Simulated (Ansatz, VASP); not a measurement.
One calculation of MgI2, two programs

```
CELL_PARAMETERS angstrom
4.20720 0.00000 -0.15419
-2.10360 3.64354 0.07710
-0.28630 0.00000 7.60315
ATOMIC_POSITIONS crystal
Mg 0.00000 0.00000 0.00000
I 0.30570 0.66720 0.77975
I 0.69430 0.33280 0.22025
```

Change from the starting cell: engineering shear strain xz -0.0733, normal strain along z -0.0267.

Alike in both runs: functional PBE; k mesh 6 × 6 × 4; occupations gaussian, width 0.05 eV; no spin polarisation.

Ansatz relaxed the structure, and its values are those at the end. VASP's run is a single point on that final structure, the one shown.

|  | VASP | Ansatz |
| --- | --- | --- |
| version | VASP 6.6.1 | Ansatz 0.2.0 |
| potentials or method | VASP PAW PBE potentials, release 64 (Mg, I) | scalar-relativistic, plane waves, PAW |
| plane-wave cutoff (eV) | 520 | 520 |
| valence electrons in the cell | 16 | 44 |

```csv
,VASP,Ansatz,Ansatz less VASP
gap on the k mesh at the Fermi level (eV),3.55,3.57,+0.017
least direct gap on the mesh (eV),3.69,3.71,+0.015
pressure (GPa),0.0,0.0,+0.05
rms of the force components (eV/Å),0.007,0.004,-0.0034
```

The two sets of potentials don't hold the same shells in valence. Ansatz warned: «stress_scf_threshold_loose».

Caveats: spin-orbit coupling is left out, which moves the levels of the heavy elements. A k mesh can miss the band edges.
